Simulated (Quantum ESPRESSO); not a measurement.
Ru:

```
Ru
1.0
     2.70580    0.00000    0.00000
    -1.35290    2.34329    0.00000
     0.00000    0.00000    4.28190
Ru
2
Cartesian
  1.3529 0.7811 3.2114
  0.0000 1.5622 1.0705
```

Base run:

| Property | Result |
| --- | --- |
| Program | Quantum ESPRESSO 7.5 |
| Functional | PBEsol |
| Potentials or basis | GBRV 1.5 PBEsol |
| Cutoff | 612 eV |
| Density cutoff | 4898 eV |
| k mesh | 11 × 11 × 6 |
| Occupations | fermi-dirac, width 0.05 eV |
| Spin | no spin polarisation |

Its results: band gap on the k mesh none (metal or under the smearing width); pressure -6.7 GPa.

Q: The run is repeated on the same cell with these changes: functional from PBEsol to N12; potentials or basis from GBRV 1.5 PBEsol to PseudoDojo 0.4.1 SR PBE standard; cutoff from 612 eV to 1143 eV; density cutoff from 4898 eV to 4572 eV. What comes out?

A: Band gap on the k mesh none (metal or under the smearing width); pressure 0.6 GPa.

Caveats: the potentials were made for another functional, which shifts forces and pressure (some runs).
